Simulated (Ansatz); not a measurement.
## PbSe (I4mm) at 3 levels of theory

One geometry, relaxed with PBE; plane waves with PAW potentials in Ansatz, scalar-relativistic. No spin polarisation. Gaps are the least over mesh and band path; pressure is positive in compression.

```
Pb Se
1.0
    -2.19844    2.19844    3.10908
     2.19844   -2.19844    3.10908
     2.19844    2.19844   -3.10908
Pb Se
1 1
Direct
  0.12222 0.12222 0.00000
  0.62344 0.62344 0.00000
```

```json
{"level": "PBE", "cutoff (eV)": "420", "k mesh": "12×12×12", "gap (eV)": "0.43", "pressure (GPa)": "0.0"}
```

Problem. What comes out on the same cell with r2SCAN, LDA?

Solution.
```tsv
level	cutoff (eV)	k mesh	gap (eV)	pressure (GPa)
r2SCAN	500	12×12×12	0.73	-1.0
LDA	420	12×12×12	0.32	-4.2
```

Spin-orbit coupling matters for the bands of heavy elements and is left out.

The cell was reached from a generator's guess, though it ends in a space group that the Crystallography Open Database lists for this formula.
